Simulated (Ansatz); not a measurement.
**Clamped-ion strain scan in Mo**

Method: Ansatz 0.2.0, DFT PBE, scalar-relativistic, plane waves, PAW. Settings: plane waves to 420 eV, k-mesh 22×22×22 (Γ-centred), Gaussian smearing 0.15 eV. No spin polarisation. Energies are free energies at this smearing, counted from the undisturbed cell; pressure is positive in compression.

The starting cell (as given, not relaxed at this level; it stands at 4.8 GPa):

```xyz
1
Lattice="-1.5710 1.5710 1.5710 1.5710 -1.5710 1.5710 1.5710 1.5710 -1.5710" Properties=species:S:1:pos:R:3 pbc="T T T"
Mo    0.0000    0.0000    0.0000
```

The cell is strained by ε times the Voigt pattern (1, 0, 0, 0, 0, 0) (xx, yy, zz, yz, xz, xy; engineering shear) with fractional coordinates fixed. The cell is metallic on the mesh throughout.

```csv
ε,ΔE (meV/atom),"stress summed along the pattern (GPa, tension positive)",pressure (GPa)
-0.0600,123.9,-39.82,25.0
-0.0450,73.3,-30.00,19.2
-0.0300,36.5,-20.83,14.0
-0.0150,12.4,-12.44,9.2
0.0000,0.0,-4.81,4.8
0.0150,-1.9,2.11,0.8
0.0300,5.8,8.40,-2.8
0.0450,22.2,14.06,-6.1
0.0525,33.4,16.66,-7.7
0.0600,46.4,19.10,-9.2
```